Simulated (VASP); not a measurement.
# MgB (Pm-3m) in VASP: electric field gradients with LDA

Aim: the electric field gradients of MgB with LDA.

All numbers are computed with VASP 6.6.1; they aren't measurements. Logs are shortened: lines on timing, memory, paths and dates and some standing lists are left out, and cuts for length are marked.

## 1. The structure

The structure is cubic, space group Pm-3m (No. 221). Conventional cell: a = 2.893 Å, b = 2.893 Å, c = 2.893 Å, α = 90.00°, β = 90.00°, γ = 90.00°. B (site symmetry m-3m) has 8 Mg at 2.51 Å as nearest neighbours. Mg (site symmetry m-3m) is surrounded by 8 B at 2.51 Å.

The cell comes from a database or a generator and needn't be the stable form of this composition.

## 2. Electric field gradients, LDA

The input, INCAR:

```
  ALGO = Normal
  EDIFF = 1E-8
  ENCUT = 520
  GGA = CA
  ISIF = 2
  ISMEAR = -1
  LASPH = True
  LCHARG = False
  LEFG = True
  LREAL = False
  LWAVE = False
  NBANDS = 10
  NELM = 60
  PREC = Accurate
  SIGMA = 0.05
```

The input, KPOINTS:

```
k-points
0
Gamma
  11 11 11
```

The input, POSCAR:

```
MgB
1.0
    2.8930974391      0.0000000000      0.0000000000
    0.0000000000      2.8930974391      0.0000000000
    0.0000000000      0.0000000000      2.8930974391
B Mg
1 1
Direct
    0.0000000000      0.0000000000      0.0000000000
    0.5000000000      0.5000000000      0.5000000000
```

Potentials or basis: VASP PAW LDA potentials, release 64 (B, Mg).

The run is started by

```sh
> cat potpaw_LDA.64/B/POTCAR potpaw_LDA.64/Mg/POTCAR > POTCAR
> mpirun -np 1 vasp_std > vasp.out
```

OUTCAR:

```text
EDIFF = 1E-8
   ENCUT = 520
   GGA = CA
   ISIF = 2
   ISMEAR = -1
   LASPH = True
   LREAL = False
   NELM = 60
   PREC = Accurate

 ion  position               nearest neighbor table
   1  0.000  0.000  0.000-   2 2.51   2 2.51   2 2.51   2 2.51   2 2.51   2 2.51   2 2.51   2 2.51

   2  0.500  0.500  0.500-   1 2.51   1 2.51   1 2.51   1 2.51   1 2.51   1 2.51   1 2.51   1 2.51

  LATTYP: Found a simple cubic cell.
 ALAT       =     2.8930974391

  Lattice vectors:

 A1 = (   2.8930974391,   0.0000000000,   0.0000000000)
 A2 = (   0.0000000000,   2.8930974391,   0.0000000000)
 A3 = (   0.0000000000,   0.0000000000,   2.8930974391)

Analysis of symmetry for initial positions (statically):
=====================================================================
 Subroutine PRICEL returns:
 Original cell was already a primitive cell.

 Routine SETGRP: Setting up the symmetry group for a
 simple cubic supercell.

 Subroutine GETGRP returns: Found 48 space group operations
 (whereof 48 operations were pure point group operations)
 out of a pool of 48 trial point group operations.

The static configuration has the point symmetry O_h .

Analysis of symmetry for dynamics (positions and initial velocities):
=====================================================================
 Subroutine PRICEL returns:
 Original cell was already a primitive cell.

 Routine SETGRP: Setting up the symmetry group for a
 simple cubic supercell.

 Subroutine GETGRP returns: Found 48 space group operations
 (whereof 48 operations were pure point group operations)
 out of a pool of 48 trial point group operations.

The dynamic configuration has the point symmetry O_h .

 Subroutine INISYM returns: Found 48 space group operations
 (whereof 48 operations are pure point group operations),
 and found     1 'primitive' translations

----------------------------------------------------------------------------------------

                                     Primitive cell

  volume of cell :      24.2153

  direct lattice vectors                    reciprocal lattice vectors
     2.893097439  0.000000000  0.000000000     0.345650301  0.000000000  0.000000000
     0.000000000  2.893097439  0.000000000     0.000000000  0.345650301  0.000000000
     0.000000000  0.000000000  2.893097439     0.000000000  0.000000000  0.345650301

  length of vectors
     2.893097439  2.893097439  2.893097439     0.345650301  0.345650301  0.345650301

  position of ions in fractional coordinates (direct lattice)
     0.000000000  0.000000000  0.000000000
     0.500000000  0.500000000  0.500000000

  ion indices of the primitive-cell ions
   primitive index   ion index
                 1           1
                 2           2

----------------------------------------------------------------------------------------

 KPOINTS: k-points

Automatic generation of k-mesh.
 Grid dimensions read from file:
 generate k-points for:   11   11   11

 Generating k-lattice:

  Cartesian coordinates                     Fractional coordinates (reciprocal lattice)
     0.031422755  0.000000000  0.000000000     0.090909091  0.000000000  0.000000000
     0.000000000  0.031422755  0.000000000     0.000000000  0.090909091  0.000000000
     0.000000000  0.000000000  0.031422755     0.000000000  0.000000000  0.090909091

  Length of vectors
     0.031422755  0.031422755  0.031422755

  Shift w.r.t. Gamma in fractional coordinates (k-lattice)
     0.000000000  0.000000000  0.000000000

 Subroutine IBZKPT returns following result:
 ===========================================

 Found     56 irreducible k-points:

 Following reciprocal coordinates:
            Coordinates               Weight
  0.000000  0.000000  0.000000      1.000000
  0.090909  0.000000  0.000000      6.000000
  0.181818  0.000000  0.000000      6.000000
  0.272727  0.000000  0.000000      6.000000
  0.363636  0.000000  0.000000      6.000000
  0.454545  0.000000  0.000000      6.000000
[... 16 lines left out ...]
  0.181818  0.090909  0.090909     24.000000
  0.272727  0.090909  0.090909     24.000000
 [... further k-points ...]
   k-points           NKPTS =     56   k-points in BZ     NKDIM =     56   number of bands    NBANDS=     10
   number of dos      NEDOS =    301   number of ions     NIONS =      2
   total plane-waves  NPLWV =  13824
   dimension x,y,z NGX =    24 NGY =   24 NGZ =   24
   dimension x,y,z NGXF=    48 NGYF=   48 NGZF=   48
   ions per type =               1   1
   NGX,Y,Z   is equivalent  to a cutoff of  13.79, 13.79, 13.79 a.u.
   NGXF,Y,Z  is equivalent  to a cutoff of  27.58, 27.58, 27.58 a.u.
 SYSTEM =  unknown system
   PREC   = accura    normal or accurate (medium, high low for compatibility)
   ISTART =      0    job   : 0-new  1-cont  2-samecut
   ICHARG =      2    charge: 1-file 2-atom 10-const
   ISPIN  =      1    spin polarized calculation?
   LNONCOLLINEAR =      F non collinear calculations
   LSORBIT =      F    spin-orbit coupling
   LASPH  =      T    aspherical Exc in radial PAW
   ENCUT  =  520.0 eV  38.22 Ry    6.18 a.u.   5.38  5.38  5.38*2*pi/ulx,y,z
   NELM   =     60;   NELMIN=  2; NELMDL= -5     # of ELM steps
   EDIFF  = 0.1E-07   stopping-criterion for ELM
   LREAL  =      F    real-space projection
   EDIFFG = 0.1E-06   stopping-criterion for IOM
   NSW    =      0    number of steps for IOM
   IBRION =     -1    ionic relax: 0-MD 1-quasi-New 2-CG
   NFREE  =      0    steps in history (QN), initial steepest desc. (CG)
   ISIF   =      2    stress and relaxation
   ISYM   =      2    0-nonsym 1-usesym 2-fastsym
   POTIM  = 0.5000    time-step for ionic-motion
   TEBEG  =    0.0;   TEEND  =   0.0 temperature during run
   PSTRESS=    0.0 pullay stress
   NELECT =       5.0000    total number of electrons
   NUPDOWN=      -1.0000    fix difference up-down
   EMIN   =  10.00;   EMAX   =-10.00  energy-range for DOS
   EFERMI =   0.00;   METHOD = LEGACY
   ISMEAR =    -1;   SIGMA  =   0.05  broadening in eV -4-tet -1-fermi 0-gaus
   EFERMI_NEDOS =   21; number of points for ismear=-14 and -15
   IALGO  =     38    algorithm
   IMIX   =      4    mixing-type and parameters
     AMIX     =   0.40;   BMIX     =  1.00
     AMIX_MAG =   1.60;   BMIX_MAG =  1.00
  volume/ion in A,a.u.               =      12.11        81.71
  Fermi-wavevector in a.u.,A,eV,Ry     =   0.967613  1.828524 12.738798  0.936275
  Thomas-Fermi vector in A             =   2.097514
   LORBIT       =      0    0 simple, 1 ext, 2 COOP (PROOUT), +10 PAW based schemes
   GGA     = CA    functional components
   LHFCALC =     F    Hartree Fock is set to
   AEXX    =    0.0000 exact exchange contribution
   IVDW    =     0    specifies the selected vdW correction
   LEPSILON=     F    determine dielectric tensor
   LRPA    =     F    only Hartree local field effects (RPA)
 non-spin polarized calculation
  energy-cutoff  :      520.00
  volume of cell :       24.22
 maximum number of plane-waves:       667
 NGX is ok and might be reduce to    24
   NGX = 11   NGY = 11   NGZ = 11

 number of electron       5.0000000 magnetization

 Free energy of the ion-electron system (eV)
  ---------------------------------------------------
  ext. energy  EPLUGINS =         0.00000000
  ---------------------------------------------------
  free energy    TOTEN  =        -7.67827702 eV

  energy without entropy =       -7.67465638  energy(sigma->0) =       -7.67646670

 E-fermi :   4.5361     XC(G=0): -10.5583

 val. band max:        4.3808203983   @ k =   0.4545   0.2727   0.0909
 cond. band min:       4.6087132441   @ k =   0.3636   0.3636   0.3636
 fundamental gap:      0.2278928458
 Fermi energy:         4.5360720034

 k-point     1 :       0.0000    0.0000    0.0000
  band No.  band energies     occupation
      1      -6.1610      2.00000
      2       7.0049      0.00000
      3       7.0049      0.00000
      4       7.0049      0.00000
      5      11.5636      0.00000
      6      11.5636      0.00000
      7      13.4704      0.00000
      8      22.4448      0.00000
      9      22.4448      0.00000
     10      22.4448      0.00000
[... 287 lines left out ...]
 k-point    24 :       0.2727    0.0909    0.0909
  band No.  band energies     occupation
      1      -4.7508      2.00000
      2       2.3961      2.00000
      3       6.6749      0.00000
      4       6.9996      0.00000
      5      13.6354      0.00000
      6      14.3516      0.00000
      7      15.6641      0.00000
      8      18.0928      0.00000
      9      19.3058      0.00000
     10      22.3074      0.00000

 [... further k-points ...]

------------------------ aborting loop because EDIFF is reached ----------------------------------------

  FORCE on cell =-STRESS in cart. coord.  units (eV):
  Direction    XX          YY          ZZ          XY          YZ          ZX
  --------------------------------------------------------------------------------------
  -------------------------------------------------------------------------------------
  Total       -0.8816471     -0.8816471     -0.8816471     -0.0000000      0.0000000      0.0000000
  in kB      -58.3332514    -58.3332514    -58.3332514     -0.0000000      0.0000000      0.0000000
  external PRESSURE =     -58.3332514 kB  Pullay stress =       0.0000000 kB

 VOLUME and BASIS-vectors are now :
 -----------------------------------------------------------------------------
  energy-cutoff  :      520.00
  volume of cell :       24.22
      direct lattice vectors                 reciprocal lattice vectors
     2.893097439  0.000000000  0.000000000     0.345650301  0.000000000  0.000000000
     0.000000000  2.893097439  0.000000000     0.000000000  0.345650301  0.000000000
     0.000000000  0.000000000  2.893097439     0.000000000  0.000000000  0.345650301

 POSITION                                       TOTAL-FORCE (eV/Angst)
 -----------------------------------------------------------------------------------
      0.00000      0.00000      0.00000         0.000000      0.000000      0.000000
      1.44655      1.44655      1.44655         0.000000      0.000000      0.000000
 -----------------------------------------------------------------------------------
    total drift:                               -0.000000      0.000000      0.000000

  FREE ENERGIE OF THE ION-ELECTRON SYSTEM (eV)
  ---------------------------------------------------
  free  energy   TOTEN  =        -7.6782770202 eV

  energy  without entropy=       -7.6746563827  energy(sigma->0) =       -7.67646670

 Electric field gradients (V/A^2)
---------------------------------------------------------------------
 ion       V_xx      V_yy      V_zz      V_xy      V_xz      V_yz
---------------------------------------------------------------------
   1       0.000    -0.000     0.000    -0.000     0.000     0.000
   2       0.000     0.000     0.000     0.000    -0.000     0.000
---------------------------------------------------------------------

 Electric field gradients after diagonalization (V/A^2)
 (convention: |V_zz| > |V_xx| > |V_yy|)
----------------------------------------------------------------------
 ion       V_xx      V_yy      V_zz     asymmetry (V_yy - V_xx)/ V_zz
----------------------------------------------------------------------
   1      -0.000     0.000     0.000       0.190
   2       0.000     0.000     0.000      -0.023
----------------------------------------------------------------------

           NMR quadrupolar parameters

 Cq : quadrupolar parameter    Cq=e*Q*V_zz/h
 eta: asymmetry parameters     (V_yy - V_xx)/ V_zz
 Q  : nuclear electric quadrupole moment in mb (millibarn)
----------------------------------------------------------------------
 ion       Cq(MHz)       eta       Q (mb)
----------------------------------------------------------------------
   1       0.000       0.190       1.000
   2       0.000      -0.023       1.000
----------------------------------------------------------------------
```

Wall time 3.9 s (1 thread of Intel Xeon 6975P-C (Granite Rapids), shared host); peak memory 0.13 GiB.

What came out:

```
Free energy            : -7.6783 eV
Pressure               : -5.8 GPa
Band gap on the k mesh : none (metal or under the smearing width)
```

Levels at points of the mesh, in eV from the Fermi level:
| k point | band 1 | band 2 | band 3 | band 4 | band 5 | band 6 | band 7 |
| --- | --- | --- | --- | --- | --- | --- | --- |
| (0.00, 0.00, 0.00) | -10.70 | 2.47 | 2.47 | 2.47 | 7.03 | 7.03 | 8.93 |

Electric field gradients, principal values (V/Å²):
```csv
atom,Vxx,Vyy,Vzz
1 B,0.000,0.000,0.000
2 Mg,0.000,0.000,0.000
```
